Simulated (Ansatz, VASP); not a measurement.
## C in VASP and in Ansatz

```
C
1.0
     1.21190    0.69969    3.30481
    -1.21190    0.69969    3.30481
     0.00000   -1.39938    3.30481
C
2
Cartesian
  0.0000 0.0000 1.5770
  0.0000 0.0000 8.3375
```

Change from the starting cell: mode 4 frozen in at -0.076 Å, equal normal strain along x, y and z -0.0167.

Alike in both runs: task single point; functional PBE; dispersion D3(BJ); k mesh 15 × 15 × 15; occupations gaussian, width 0.05 eV; no spin polarisation.

```csv
,VASP,Ansatz
version,VASP 6.6.1,Ansatz 0.2.0
potentials or method,"VASP PAW PBE potentials, release 64 (C)","scalar-relativistic, plane waves, PAW"
plane-wave cutoff (eV),520,520
valence electrons in the cell,8,8
```

|  | VASP | Ansatz | Ansatz less VASP |
| --- | --- | --- | --- |
| gap on the k mesh at the Fermi level (eV) | 0.98 | 0.98 | 0.000 |
| least direct gap on the mesh (eV) | 1.00 | 1.00 | 0.000 |
| pressure (GPa) | 15.2 | 14.7 | -0.49 |
| largest component of the traceless stress (GPa) | 18.76 | 18.19 | -0.572 |
| rms of the force components (eV/Å) | 1.409 | 1.415 | +0.0055 |

Atom by atom the forces differ by 0.006 eV/Å (rms over components).

Caveats: so large a pressure means that the cell lies far from this level's equilibrium, or that cutoff or potentials fall short (VASP); an odd mesh through Γ misses points on the zone boundary, where band edges often lie; forces of over 1 eV/Å show positions far from the minimum, so gaps and moduli don't describe the material at rest.
